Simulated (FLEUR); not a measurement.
# Anisotropy of Ni (c factor at fixed volume 1.1 on the database's cell) with FLEUR, part 2 of 2

One state of Ni (c factor at fixed volume 1.1 on the database's cell) is converged without symmetry. Force theorems then give its anisotropy.

FLEUR MaX-R8.1; PBE; all-electron FLAPW, Dirac cores, scalar-relativistic bands.

So far. Step 2 (Self-consistent state): After 19 cycles the largest moment stands at 0.671 μB.

This is not the structure that Ni takes at ambient pressure and room temperature (fcc); it is a model or a phase of other conditions.

## 5. Spin–orbit coupling, moments along [001]

Level of this step: PBE; all-electron FLAPW, Dirac cores, scalar-relativistic bands with spin-orbit coupling (FLEUR).

Spin–orbit coupling ties the spins to the lattice and lets orbital moments form.

A new self-consistent run of the start ferro +, with the moments along z. The k list default-1 (kpts.xml, not shown) is a Γ-centred 27×27×27 mesh.

inp.xml

```
<?xml version="1.0" encoding="UTF-8" standalone="no"?>
<fleurInput fleurInputVersion="0.39">
   <comment>
      Ni
   </comment>
   <calculationSetup>
      <cutoffs Kmax="3.74" Gmax="11.2" GmaxXC="11.2" numbands="38"/>
      <scfLoop itmax="110" minDistance="0.00002" maxIterBroyd="15" imix="Anderson" alpha="0.05" precondParam="0.0" spinf="2.0" sdNocoIR="T"/>
      <coreElectrons ctail="T" frcor="F" kcrel="0" coretail_lmax="0"/>
      <xcFunctional name="pbe" relativisticCorrections="F"/>
      <magnetism jspins="2"/>
      <soc l_soc="T" theta="0.0" phi="0.0" spav="F"/>
      <expertModes spex="0" secvar="F"/>
      <geometryOptimization l_f="F" forcealpha="1.0" forcemix="BFGS" epsdisp="0.00001" epsforce="0.00001"/>
      <ldaU l_linMix="F" mixParam="0.05" spinf="1.0"/>
   </calculationSetup>
   <cell>
      <bzIntegration valenceElectrons="18.0" mode="hist" fermiSmearingEnergy="0.00183747">
         <kPointListSelection listName="default-1"/>
         <xi:include xmlns:xi="http://www.w3.org/2001/XInclude" href="kpts.xml"> </xi:include>
      </bzIntegration>
      <xi:include xmlns:xi="http://www.w3.org/2001/XInclude" href="sym.xml"> </xi:include>
      <bulkLattice scale="1.0">
         <bravaisMatrix>
            <row-1>    0.0000000000000000     3.1746248239042729     3.6625320592818107</row-1>
            <row-2>    3.1746248239042729     0.0000000000000000     3.6625320592818107</row-2>
            <row-3>    3.1746248239042729     3.1746248239042729     0.0000000000000000</row-3>
         </bravaisMatrix>
      </bulkLattice>
   </cell>
   <atomSpecies>
      <species name="Nickel (Ni1.000" element="Ni" atomicNumber="28">
         <mtSphere radius="2.19" gridPoints="725" logIncrement="0.017"/>
         <atomicCutoffs lmax="8" lnonsphr="6"/>
         <electronConfig flipSpins="F">
            <coreConfig>(1s1/2) (2s1/2) (2p1/2) (2p3/2)</coreConfig>
            <valenceConfig>(3s1/2) (3p1/2) (3p3/2) (4s1/2) (3d3/2) (3d5/2)</valenceConfig>
            <stateOccupation state="(3d3/2)" spinUp="1.6" spinDown="1.6"/>
            <stateOccupation state="(3d5/2)" spinUp="2.9" spinDown="1.9"/>
         </electronConfig>
         <energyParameters s="4" p="4" d="3" f="4"/>
         <lo type="SCLO" l="0" n="3" eDeriv="0"/>
         <lo type="SCLO" l="1" n="3" eDeriv="0"/>
      </species>
   </atomSpecies>
   <atomGroups>
      <atomGroup species="Nickel (Ni1.000">
         <relPos label="                   1">.0000000000 .0000000000 .0000000000</relPos>
         <force calculate="T" relaxXYZ="TTT"/>
      </atomGroup>
   </atomGroups>
   <output dos="F" band="F" slice="F">
      <bandDOS minEnergy="-.5*Htr" maxEnergy="0.5*Htr" sigma="0.015" storeEVData="T"/>
      <plotting iplot="0" polar="F">
         <plot TwoD="T" vec1="  1.0  0.0  0.0" vec2="  0.0  1.0  0.0" vec3="  0.0  0.0  1.0" zero="  0.0  0.0  0.0" file="plot"/>
      </plotting>
      <moessbauerParams electricFieldGradient="F" isomerShift="F" coreHyperfine="F" valenceHyperfine="F"/>
   </output>
</fleurInput>
```

crystal.txt

```
Ni
&input film=F cartesian=F /
0.00000000000  1.67993911000  1.93812850000
1.67993911000  0.00000000000  1.93812850000
1.67993911000  1.67993911000  0.00000000000
1.8897261246
1.0 1.0 1.0

1
28 0.00000000000  0.00000000000  0.00000000000 : 1.000

&soc 0.0000000 0.0000000 /
&kpt div1=27 div2=27 div3=27 gamma=T /
```

Launch:

```
$ OMP_NUM_THREADS=1 inpgen -f crystal.txt > inpgen.log  # inp.xml is then edited as shown
$ OMP_NUM_THREADS=1 mpirun -n 4 fleur_MPI > fleur.log
```

Output:

```text
[banner, memory and clock lines left out]
Welcome to FLEUR        (www.flapw.de)
      MaX-Release 8.1          (www.max-centre.eu)

 ========== k-point set info ==========
 Selected k-point list: default-1
 k-point list type: mesh
 0 x 0 x 0
 Number of k points: 2564

 [... set-up left out ...]
 Iteration:     1   Distance:       9.48192617 me/bohr^3
 Iteration:     2   Distance:       9.03877816 me/bohr^3
 Iteration:     3   Distance:       5.53080400 me/bohr^3
 Iteration:     4   Distance:       1.71920238 me/bohr^3
 Iteration:     5   Distance:       1.67037809 me/bohr^3
 Iteration:     6   Distance:       0.55357192 me/bohr^3
 Iteration:     7   Distance:       0.60301319 me/bohr^3
 Iteration:     8   Distance:       0.21503460 me/bohr^3
 Iteration:     9   Distance:       0.15707444 me/bohr^3
 Iteration:    10   Distance:       0.07323890 me/bohr^3
 Iteration:    11   Distance:       0.03876719 me/bohr^3
 Iteration:    12   Distance:       0.02378289 me/bohr^3
 Iteration:    13   Distance:       0.00472976 me/bohr^3
 Iteration:    14   Distance:       0.00370853 me/bohr^3
 Iteration:    15   Distance:       0.00019775 me/bohr^3
 Iteration:    16   Distance:       0.00015327 me/bohr^3
 Iteration:    17   Distance:       0.00012442 me/bohr^3
 Iteration:    18   Distance:       0.00006176 me/bohr^3
 Iteration:    19   Distance:       0.00002210 me/bohr^3
 Iteration:    20   Distance:       0.00000525 me/bohr^3

 ********************************************************************
 Run finished successfully
 Stop message:
   all done
 ********************************************************************

--- out.xml (last complete iteration) ---
<iteration numberForCurrentRun="   20" overallNumber="   20">
         [... left out ...]
         <bandgap value="0.0000000000" units="eV"/>
         <sumValenceSingleParticleEnergies value="-16.4837230464" units="Htr"/>
         <FermiEnergy value="0.3311655173" units="Htr"/>
         [... left out ...]
         <magneticMomentsInMTSpheres units="muBohr">
            <globalMagMoment atomType="1" vec="0.00000   0.00000   0.64013"/>
         </magneticMomentsInMTSpheres>
         <orbitalMomentsInMTSpheres units="muBohr">
            <globalMagMoment atomType="1" vec="0.00000   0.00000   0.04259"/>
         </orbitalMomentsInMTSpheres>
         [... left out ...]
         <totalEnergy value="    -1520.8284366645" units="Htr">
            <sumOfEigenvalues value="     -872.1051580527">
               <coreElectrons value="-855.6214350064"/>
               <valenceElectrons value="-16.4837230464"/>
            </sumOfEigenvalues>
         [... left out ...]
            <freeEnergy value="-1520.8290237643"/>
            <extrapolationTo0K value="-1520.8287302144"/>
         </totalEnergy>
         <densityConvergence units="me/bohr^3">
            <chargeDensity spin="1" distance="0.0000022635"/>
            <chargeDensity spin="2" distance="0.0000039336"/>
            <overallChargeDensity distance="0.0000052494"/>
            <spinDensity distance="0.0000036927"/>
         </densityConvergence>
      </iteration>
```

Elapsed: 4 min, on 4 MPI ranks of Arm Neoverse V1, shared host; peak memory 0.7 GiB.

This step gave:

- free energy: -41383.8660 eV
- program's band gap on this mesh (in a metal only a level spacing): 0 eV
- magnetization: 0.6061 μB
- final state: ferromagnetic
- largest moment: 0.6401 μB
- orbital moment along the spin: 0.04259 μB

Orbital moment in the sphere, along the spin axis by atom:

| atom | orbital moment in the sphere, along the spin axis (μB) |
| --- | --- |
| Ni1 | 0.0426 |

## 6. What came out

| Quantity | Value |
| --- | --- |
| reference state | ferromagnetic |
| largest sphere moment | 0.671 μB |
| easy direction of those tried | the plane normal to [001] |
| energy along [100] less [001], force theorem | -0.113 meV a primitive cell |
| orbital moment on the atom of largest spin, along its spin (spin–orbit run) | 0.0426 μB |

What this shows: By the force theorem the moments prefer the plane normal to [001], with no direction in it resolved; shape anisotropy is not in it. The difference for the second direction goes from -0.11 meV (mesh 19×19×19, 38 states, 3.5 min of CPU time) to -0.11 meV (mesh 27×27×27, 38 states, 10 min). On the atom of largest spin the orbital moment is almost quenched. The state was typed, and no other order was converged beside it, so it need not be the ground state.

[Logs and program files are shortened in this print: banners, set-up blocks, solver, clock and traceback lines can be left out without a mark of their own.]

[Logs are printed without paths, hosts, clocks, repeated set-up lines and the standing remarks that a program may print on its own settings, such as how far it seeks lower states.]

[Hosts, paths, dates, database ids (printed as entryN), source tags and the programs' standing remarks are cut or masked in the printed files.]

[Where a cell is said to come from a database of computed structures, the database is the Materials Project.]
